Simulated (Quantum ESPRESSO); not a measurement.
# Pd under changes of volume

One of the cells (15.547 Å³/atom); the others are scaled copies at fixed shape and fractional positions:

```
CELL_PARAMETERS angstrom
-1.57228 1.57228 1.57228
1.57228 -1.57228 1.57228
1.57228 1.57228 -1.57228
ATOMIC_POSITIONS crystal
Pd 0.00000 0.00000 0.00000
```

This isn't the form of Pd at room conditions, which is fcc.

| Quantity | Value |
| --- | --- |
| Program | Quantum ESPRESSO 7.5 |
| Functional | PBEsol |
| Potentials or basis | GBRV 1.5 PBEsol |
| Cutoff | 612 eV |
| Density cutoff | 4898 eV |
| k mesh | 12 × 12 × 12 |
| Occupations | fermi-dirac, width 0.05 eV |
| Spin | no spin polarisation |

| volume (Å³/atom) | energy over the lowest point (meV/atom) | pressure (GPa) |
| --- | --- | --- |
| 14.614 | 0.00 | 1.1 |
| 14.925 | 1.38 | -3.0 |
| 15.236 | 10.27 | -6.6 |
| 15.547 | 25.75 | -9.7 |
| 15.858 | 46.95 | -12.5 |
| 16.169 | 73.09 | -14.8 |
| 16.480 | ? | ? |

Problem. What does the run at 16.480 Å³/atom give?

Solution. Energy over the lowest point 103.51 meV/atom; pressure -16.9 GPa.

Worked out: A Birch-Murnaghan fit of order 3 (a polynomial in V^(-2/3)) to the other rows has its minimum at 14.72 Å³/atom with B0 = V·E''(V) = 201 GPa and B' = 5.5. It gives 103.55 meV/atom at 16.480 Å³/atom, against the run's 103.51, and -dE/dV = -16.7 GPa, against -16.9.

Energies are extrapolated to zero smearing.
